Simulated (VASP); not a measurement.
# V (Im-3m) in VASP: a series of runs

The runs below take V through single point, band structure, with optB86b-vdW+U, r2SCAN+D3(BJ)+U.

Program: VASP 6.6.1. These are calculated values, not measurements. Logs are shortened: lines on timing, memory, paths and dates and some standing lists are left out, and cuts for length are marked.

**1. The crystal as given**

Symmetry: Im-3m, No. 229, cubic system. Conventional cell: a = 3.029 Å, b = 3.029 Å, c = 3.029 Å, α = 90.00°, β = 90.00°, γ = 90.00°. Around V (site symmetry m-3m) lie 8 V at 2.62 Å.

**2. Single point, optB86b-vdW+U, collinear spin, ferromagnetic start**

run.py reads:

```python
from ase.calculators.vasp import Vasp
from ase.dft.bandgap import bandgap
from ase.io import read

atoms = read('POSCAR')
atoms.set_initial_magnetic_moments([2.0])
calc = Vasp(
    directory='calc',
    xc='optb86b-vdw',
    pp='PBE',
    setups='materialsproject',
    prec='Accurate',
    encut=520,
    ediff=1e-06,
    ismear=-1,
    sigma=0.05,
    lreal=False,
    lasph=True,
    nelm=100,
    algo='Normal',
    isif=2,
    lwave=False,
    lcharg=True,
    ispin=2,
    lorbit=11,
    lmaxmix=4,
    ldautype=2,
    ldauprint=1,
    lelf=True,
    lvhar=True,
    ldau_luj={'V': {'L': 2, 'U': 1, 'J': 0}},
    kpts=[12, 12, 12],
    gamma=True,
    nbands=16,
)
atoms.calc = calc

print('energy (eV):', atoms.get_potential_energy())
print('free energy (eV):', atoms.get_potential_energy(force_consistent=True))
print('forces (eV/A):')
print(atoms.get_forces())
print('stress (eV/A^3, Voigt):', atoms.get_stress())
print('Fermi level (eV):', calc.get_fermi_level())
print('moment (muB):', atoms.get_magnetic_moment())
print('site moments (muB):', atoms.get_magnetic_moments())
gap, top, bottom = bandgap(calc)
print('band gap (eV):', gap, 'from (spin, k, band)', top, 'to', bottom)
```

POSCAR reads:

```
V
1.0
   -1.5143500000      1.5143500000      1.5143500000
    1.5143500000     -1.5143500000      1.5143500000
    1.5143500000      1.5143500000     -1.5143500000
V
1
Direct
    0.0000000000      0.0000000000      0.0000000000
```

Potentials or basis: VASP PAW PBE potentials, release 64 (V_sv).

Command:

```sh
> python run.py
```

Standard output:

```text
<dir> UserWarning: vdW has been enabled, however no location for the vdw_kernel.bindat file has been specified. Set ASE_VASP_VDW environment variable to copy the vdW kernel.
  warnings.warn(
energy (eV): -4.95721141
free energy (eV): -4.96607589
forces (eV/A):
[[-0.  0.  0.]]
stress (eV/A^3, Voigt): [0.04444174 0.04444174 0.04444174 0.         0.         0.        ]
Fermi level (eV): 9.30420964
moment (muB): 0.1282546
site moments (muB): [0.109]
band gap (eV): 0.0 from (spin, k, band) (None, None, None) to (None, None, None)
```

OUTCAR:

```text
ENCUT = 520.000000
   EDIFF = 1.00e-06
   GGA = MK
   PREC = Accurate
   ISIF = 2
   ISMEAR = -1
   ISPIN = 2
   LORBIT = 11
   NELM = 100
   LASPH = .TRUE.
   LREAL = .FALSE.

 ion  position               nearest neighbor table
   1  0.000  0.000  0.000-

  LATTYP: Found a body centered cubic cell.
 ALAT       =     3.0287000000

  Lattice vectors:

 A1 = (  -1.5143500000,   1.5143500000,   1.5143500000)
 A2 = (   1.5143500000,  -1.5143500000,   1.5143500000)
 A3 = (   1.5143500000,   1.5143500000,  -1.5143500000)

Analysis of symmetry for initial positions (statically):
=====================================================================
 Subroutine PRICEL returns:
 Original cell was already a primitive cell.

 Routine SETGRP: Setting up the symmetry group for a
 body centered cubic supercell.

 Subroutine GETGRP returns: Found 48 space group operations
 (whereof 48 operations were pure point group operations)
 out of a pool of 48 trial point group operations.

The static configuration has the point symmetry O_h .

Analysis of symmetry for dynamics (positions and initial velocities):
=====================================================================
 Subroutine PRICEL returns:
 Original cell was already a primitive cell.

 Routine SETGRP: Setting up the symmetry group for a
 body centered cubic supercell.

 Subroutine GETGRP returns: Found 48 space group operations
 (whereof 48 operations were pure point group operations)
 out of a pool of 48 trial point group operations.

The dynamic configuration has the point symmetry O_h .

Analysis of structural, dynamic, and magnetic symmetry:
=====================================================================
 Subroutine PRICEL returns:
 Original cell was already a primitive cell.

 Routine SETGRP: Setting up the symmetry group for a
 body centered cubic supercell.

 Subroutine GETGRP returns: Found 48 space group operations
 (whereof 48 operations were pure point group operations)
 out of a pool of 48 trial point group operations.

The overall configuration has the point symmetry O_h .

 Subroutine INISYM returns: Found 48 space group operations
 (whereof 48 operations are pure point group operations),
 and found     1 'primitive' translations

----------------------------------------------------------------------------------------

                                     Primitive cell

  volume of cell :      13.8912

  direct lattice vectors                    reciprocal lattice vectors
    -1.514350000  1.514350000  1.514350000     0.000000000  0.330174662  0.330174662
     1.514350000 -1.514350000  1.514350000     0.330174662  0.000000000  0.330174662
     1.514350000  1.514350000 -1.514350000     0.330174662  0.330174662  0.000000000

  length of vectors
     2.622931140  2.622931140  2.622931140     0.466937486  0.466937486  0.466937486

  position of ions in fractional coordinates (direct lattice)
     0.000000000  0.000000000  0.000000000
[... 113 lines left out ...]
 spin polarized calculation
  energy-cutoff  :      520.00
  volume of cell :       13.89
 maximum number of plane-waves:       384
   NGX =  9   NGY =  9   NGZ =  9

 number of electron      12.9999997 magnetization       0.1873103

 Free energy of the ion-electron system (eV)
  ---------------------------------------------------
  ext. energy  EPLUGINS =         0.00000000
  ---------------------------------------------------
  free energy    TOTEN  =        -5.91339056 eV

  energy without entropy =       -5.90447438  energy(sigma->0) =       -5.90893247

atom =   1  type =  1  l = 2

 onsite density matrix

spin component  1

  0.3590  0.0000 -0.0000 -0.0000 -0.0000
  0.0000  0.3590  0.0000 -0.0000  0.0000
 -0.0000  0.0000  0.2565  0.0000 -0.0000
 -0.0000 -0.0000  0.0000  0.3590 -0.0000
 -0.0000  0.0000 -0.0000 -0.0000  0.2565

spin component  2

  0.3282  0.0000 -0.0000 -0.0000 -0.0000
  0.0000  0.3282  0.0000 -0.0000  0.0000
 -0.0000  0.0000  0.2517 -0.0000 -0.0000
 -0.0000 -0.0000 -0.0000  0.3282 -0.0000
 -0.0000  0.0000 -0.0000 -0.0000  0.2517

 occupancies and eigenvectors

  o =  0.2517  v =  0.0000  0.0000  0.0000  0.0000  0.0000  0.0000 -0.0000  1.0000  0.0000 -0.0022      0.0000  0.0000  0.0000  0.0000  0.0000  0.0000  0.0000  0.0000  0.0000  0.0000
  o =  0.2517  v =  0.0000  0.0000  0.0000  0.0000  0.0000  0.0000  0.0000  0.0022 -0.0000  1.0000      0.0000  0.0000  0.0000  0.0000  0.0000  0.0000  0.0000  0.0000  0.0000  0.0000
  o =  0.2565  v =  0.0000  0.0000  1.0000 -0.0000 -0.0037  0.0000  0.0000  0.0000  0.0000  0.0000      0.0000  0.0000  0.0000  0.0000  0.0000  0.0000  0.0000  0.0000  0.0000  0.0000
  o =  0.2565  v =  0.0000 -0.0000  0.0037  0.0000  1.0000  0.0000  0.0000  0.0000  0.0000  0.0000      0.0000  0.0000  0.0000  0.0000  0.0000  0.0000  0.0000  0.0000  0.0000  0.0000
  o =  0.3282  v =  0.0000  0.0000  0.0000  0.0000  0.0000  0.0000 -0.1576  0.0000 -0.9875 -0.0000      0.0000  0.0000  0.0000  0.0000  0.0000  0.0000  0.0000  0.0000  0.0000  0.0000
  o =  0.3282  v =  0.0000  0.0000  0.0000  0.0000  0.0000  1.0000  0.0000  0.0000  0.0000  0.0000      0.0000  0.0000  0.0000  0.0000  0.0000  0.0000  0.0000  0.0000  0.0000  0.0000
  o =  0.3282  v =  0.0000  0.0000  0.0000  0.0000  0.0000  0.0000 -0.9875 -0.0000  0.1576  0.0000      0.0000  0.0000  0.0000  0.0000  0.0000  0.0000  0.0000  0.0000  0.0000  0.0000
  o =  0.3590  v =  0.0000 -0.0996  0.0000  0.9950 -0.0000  0.0000  0.0000  0.0000  0.0000  0.0000      0.0000  0.0000  0.0000  0.0000  0.0000  0.0000  0.0000  0.0000  0.0000  0.0000
  o =  0.3590  v =  1.0000  0.0000  0.0000  0.0000  0.0000  0.0000  0.0000  0.0000  0.0000  0.0000      0.0000  0.0000  0.0000  0.0000  0.0000  0.0000  0.0000  0.0000  0.0000  0.0000
  o =  0.3590  v =  0.0000  0.9950 -0.0000  0.0996  0.0000  0.0000  0.0000  0.0000  0.0000  0.0000      0.0000  0.0000  0.0000  0.0000  0.0000  0.0000  0.0000  0.0000  0.0000  0.0000

 number of electron      12.9999997 magnetization       0.1282546

 Free energy of the ion-electron system (eV)
  ---------------------------------------------------
  ext. energy  EPLUGINS =         0.00000000
  ---------------------------------------------------
  free energy    TOTEN  =        -4.96607589 eV

  energy without entropy =       -4.94834693  energy(sigma->0) =       -4.95721141

 E-fermi :   9.3042     XC(G=0): -12.8358

 val. band max:        9.2690321521   @ k =  -0.4167   0.5000   0.0833
 cond. band min:       9.3115657226   @ k =  -0.1667   0.2500   0.0833
 fundamental gap:      0.0425335705
 Fermi energy:         9.3042096391

 spin component 1

 k-point     1 :       0.0000    0.0000    0.0000
  band No.  band energies     occupation
      1     -54.4631      1.00000
      2     -27.9208      1.00000
      3     -27.9208      1.00000
      4     -27.9208      1.00000
      5       2.6963      1.00000
      6       9.6287      0.00152
[... 895 lines left out ...]
      5       6.7270      1.00000
      6       8.2089      1.00000
[... 8 lines left out ...]
     15      38.0831      0.00000
     16      38.4586      0.00000

 [... further k-points ...]

------------------------ aborting loop because EDIFF is reached ----------------------------------------

  FORCE on cell =-STRESS in cart. coord.  units (eV):
  Direction    XX          YY          ZZ          XY          YZ          ZX
  --------------------------------------------------------------------------------------
  -------------------------------------------------------------------------------------
  Total       -0.6173474     -0.6173474     -0.6173474     -0.0000000      0.0000000     -0.0000000
  in kB      -71.2035123    -71.2035123    -71.2035123     -0.0000000      0.0000000     -0.0000000
  external PRESSURE =     -71.2035123 kB  Pullay stress =       0.0000000 kB

 VOLUME and BASIS-vectors are now :
 -----------------------------------------------------------------------------
  energy-cutoff  :      520.00
  volume of cell :       13.89
      direct lattice vectors                 reciprocal lattice vectors
    -1.514350000  1.514350000  1.514350000     0.000000000  0.330174662  0.330174662
     1.514350000 -1.514350000  1.514350000     0.330174662  0.000000000  0.330174662
     1.514350000  1.514350000 -1.514350000     0.330174662  0.330174662  0.000000000

 POSITION                                       TOTAL-FORCE (eV/Angst)
 -----------------------------------------------------------------------------------
      0.00000      0.00000      0.00000        -0.000000      0.000000      0.000000
 -----------------------------------------------------------------------------------
    total drift:                                0.000000     -0.000000      0.000000

  FREE ENERGIE OF THE ION-ELECTRON SYSTEM (eV)
  ---------------------------------------------------
  free  energy   TOTEN  =        -4.9660758855 eV

  energy  without entropy=       -4.9483469262  energy(sigma->0) =       -4.95721141

Total vdW correction in eV:      2.0400555

 total charge

# of ion       s       p       d       tot
------------------------------------------
    1        2.338   6.217   3.048  11.603

 magnetization (x)

# of ion       s       p       d       tot
------------------------------------------
    1        0.001   0.006   0.101   0.109
```

INCAR:

```text
AGGAC = 0.000000
ENCUT = 520.000000
PARAM1 = 0.123400
PARAM2 = 1.000000
SIGMA = 0.050000
EDIFF = 1.00e-06
ALGO = Normal
GGA = MK
PREC = Accurate
ISIF = 2
ISMEAR = -1
ISPIN = 2
LDAUPRINT = 1
LDAUTYPE = 2
LMAXMIX = 4
LORBIT = 11
NBANDS = 16
NELM = 100
LASPH = .TRUE.
LCHARG = .TRUE.
LELF = .TRUE.
LUSE_VDW = .TRUE.
LVHAR = .TRUE.
LWAVE = .FALSE.
LREAL = .FALSE.
LDAU = .TRUE.
LDAUL = 2
LDAUU = 1.000
LDAUJ = 0.000
MAGMOM = 1*2.0000
```

Run time: 45 s. Hardware: 1 thread of Intel Xeon Platinum 8488C (Sapphire Rapids), shared host; peak memory 0.25 GiB.

Results:

| Item | Value |
| --- | --- |
| Free energy | -4.9661 eV |
| Pressure | -7.1 GPa |
| Band gap on the k mesh | none (metal or under the smearing width) |
| Net moment | 0.13 μB per cell |
| Site moments | V +0.11 μB |
| Valence electrons inside the program's atomic spheres | V 11.60 |

Eigenvalues of the final occupation matrices:
| site | spin | trace | eigenvalues |
| --- | --- | --- | --- |
| site 1 d | 1 | 1.59 | 0.26 0.26 0.36 0.36 0.36 |
| site 1 d | 2 | 1.49 | 0.25 0.25 0.33 0.33 0.33 |

Caveat: the PAW data sets were made with another functional, which shifts forces and pressure a little; the U is typed as a test and isn't derived for this compound.

**3. Band structure, r2SCAN+D3(BJ)+U, collinear spin, ferromagnetic start**

INCAR reads:

```
PREC = Accurate
ENCUT = 600
EDIFF = 1E-7
ISMEAR = 1
SIGMA = 0.1
LREAL = False
LASPH = True
NELM = 120
ALGO = Normal
ISIF = 2
LWAVE = False
LCHARG = False
ISPIN = 2
MAGMOM = 2
LORBIT = 11
LMAXMIX = 4
LDAU = True
LDAUTYPE = 2
LDAUL = 2
LDAUU = 4
LDAUJ = 0
LDAUPRINT = 1
METAGGA = R2SCAN
LMIXTAU = True
IVDW = 12
VDW_S6 = 1.0
VDW_S8 = 0.78981345
VDW_A1 = 0.49484001
VDW_A2 = 5.73083694
NBANDS = 16
```

KPOINTS reads:

```
regular mesh
0
Gamma
  12 12 12
```

POSCAR reads:

```
V
2.6229
   -0.577357123794      0.577357123794      0.577357123794
    0.577357123794     -0.577357123794      0.577357123794
    0.577357123794      0.577357123794     -0.577357123794
V
1
Direct
    0.0000000000      0.0000000000      0.0000000000
```

KPOINTS_OPT reads:

```
path GHNGPH,PN
10
line-mode
reciprocal
 0.0000000000  0.0000000000  0.0000000000  G
 0.5000000000 -0.5000000000  0.5000000000  H

 0.5000000000 -0.5000000000  0.5000000000  H
 0.0000000000  0.0000000000  0.5000000000  N

 0.0000000000  0.0000000000  0.5000000000  N
 0.0000000000  0.0000000000  0.0000000000  G

 0.0000000000  0.0000000000  0.0000000000  G
 0.2500000000  0.2500000000  0.2500000000  P

 0.2500000000  0.2500000000  0.2500000000  P
 0.5000000000 -0.5000000000  0.5000000000  H

 0.2500000000  0.2500000000  0.2500000000  P
 0.0000000000  0.0000000000  0.5000000000  N
```

Potentials or basis: VASP PAW PBE potentials, release 64 (V_sv_GW).

Command:

```sh
> cat potpaw_PBE.64/V_sv_GW/POTCAR > POTCAR
> mpirun -np 1 vasp_std > vasp.out
```

Wall time 3.7 min (1 thread of Intel Xeon Platinum 8488C (Sapphire Rapids), shared host); peak memory 0.21 GiB.

Results (log left out):

```
Free energy                                           : -12.8770 eV
Pressure                                              : 12.0 GPa
Band gap along the path                               : none (metal or under the smearing width)
Net moment                                            : 1.31 μB per cell
Site moments                                          : V +1.08 μB
Valence electrons inside the program's atomic spheres : V 10.60
Dispersion energy per atom                            : -0.309 eV
```

Levels at the corners of the path, in eV from the Fermi level:
Spin up:
| point | band 3 | band 4 | band 5 | band 6 | band 7 | band 8 | band 9 | band 10 | band 11 | band 12 |
| --- | --- | --- | --- | --- | --- | --- | --- | --- | --- | --- |
| Γ | -40.32 | -40.32 | -8.15 | -1.80 | -1.80 | -1.80 | 2.92 | 2.92 | 19.88 | 19.88 |
| H | -40.92 | -40.92 | -2.96 | -2.96 | 1.46 | 1.46 | 1.46 | 8.72 | 8.72 | 8.72 |
| H | -40.92 | -40.92 | -2.96 | -2.96 | 1.46 | 1.46 | 1.46 | 8.72 | 8.72 | 8.72 |
| N | -40.60 | -40.32 | -4.62 | -3.24 | 0.28 | 1.83 | 2.09 | 3.22 | 8.72 | 15.44 |
| N | -40.60 | -40.32 | -4.62 | -3.24 | 0.28 | 1.83 | 2.09 | 3.22 | 8.72 | 15.44 |
| Γ | -40.32 | -40.32 | -8.15 | -1.80 | -1.80 | -1.80 | 2.92 | 2.92 | 19.88 | 19.88 |
| Γ | -40.32 | -40.32 | -8.15 | -1.80 | -1.80 | -1.80 | 2.92 | 2.92 | 19.88 | 19.88 |
| P | -40.74 | -40.74 | -3.06 | -3.06 | -3.06 | 3.29 | 3.29 | 8.91 | 8.91 | 8.91 |
| P | -40.74 | -40.74 | -3.06 | -3.06 | -3.06 | 3.29 | 3.29 | 8.91 | 8.91 | 8.91 |
| H | -40.92 | -40.92 | -2.96 | -2.96 | 1.46 | 1.46 | 1.46 | 8.72 | 8.72 | 8.72 |
| P | -40.74 | -40.74 | -3.06 | -3.06 | -3.06 | 3.29 | 3.29 | 8.91 | 8.91 | 8.91 |
| N | -40.60 | -40.32 | -4.62 | -3.24 | 0.28 | 1.83 | 2.09 | 3.22 | 8.72 | 15.44 |
Spin down:
```
point  band 3  band 4  band 5  band 6  band 7  band 8  band 9  band 10
    Γ  -38.86  -38.86   -7.66    2.16    2.16    2.16    2.51     2.51
    H  -39.41  -39.41   -3.38   -3.38    5.50    5.50    5.50    10.19
    H  -39.41  -39.41   -3.38   -3.38    5.50    5.50    5.50    10.19
    N  -39.11  -38.88   -3.05    0.35    0.65    3.00    3.12     5.91
    N  -39.11  -38.88   -3.05    0.35    0.65    3.00    3.12     5.91
    Γ  -38.86  -38.86   -7.66    2.16    2.16    2.16    2.51     2.51
    Γ  -38.86  -38.86   -7.66    2.16    2.16    2.16    2.51     2.51
    P  -39.28  -39.28   -0.46   -0.46   -0.46    3.07    3.07    10.74
    P  -39.28  -39.28   -0.46   -0.46   -0.46    3.07    3.07    10.74
    H  -39.41  -39.41   -3.38   -3.38    5.50    5.50    5.50    10.19
    P  -39.28  -39.28   -0.46   -0.46   -0.46    3.07    3.07    10.74
    N  -39.11  -38.88   -3.05    0.35    0.65    3.00    3.12     5.91
```

Eigenvalues of the final occupation matrices:
```csv
site,spin,trace,eigenvalues
site 1 d,1,1.76,0.13 0.13 0.50 0.50 0.50
site 1 d,2,0.70,0.08 0.08 0.08 0.23 0.23
```

Caveat: the PAW data sets were made with another functional, which shifts forces and pressure a little; pairwise dispersion overbinds metals, which lowers pressure and volume; the U is typed as a test and isn't derived for this compound. The state reached can hang on the start; a lower one may exist.

**4. The reference run**

An earlier run on the cell as given: functional PBE; potentials or basis VASP PAW PBE potentials, release 64 (V_sv); cutoff 520 eV; k mesh 12 × 12 × 12; occupations fermi-dirac, width 0.05 eV; collinear spin, ferromagnetic start; starting moments [2.0] μB.

- Pressure: -5.2 GPa
- Band gap on the k mesh: none (metal or under the smearing width)
- Net moment: 0.00 μB per cell
- Valence electrons inside the program's atomic spheres: V 11.60

**5. Overview**

```tsv
task	level	potentials or basis	U	cutoff (eV)	smearing	gap on the mesh (eV)	pressure (GPa)	moment (μB)
single point	optB86b-vdW+U	VASP PAW PBE potentials, release 64 (V_sv)	V d U = 1 eV	520	fermi-dirac 0.05 eV	none	-7.1	0.13
band structure	r2SCAN+D3(BJ)+U	VASP PAW PBE potentials, release 64 (V_sv_GW)	V d U = 4 eV	600	methfessel-paxton 0.1 eV	-	12.0	1.31
single point	PBE	VASP PAW PBE potentials, release 64 (V_sv)	-	520	fermi-dirac 0.05 eV	none	-5.2	0.00
```

Alike in all rows: spin collinear, ferromagnetic start; cell as given; k mesh 12 × 12 × 12.

Caveats: the PAW data sets were made with another functional, which shifts forces and pressure a little (some runs); the U is typed as a test and isn't derived for this compound (some runs); pairwise dispersion overbinds metals, which lowers pressure and volume (some runs).

Total energies depend on the potentials used, so only differences within one code and one set of settings carry meaning.
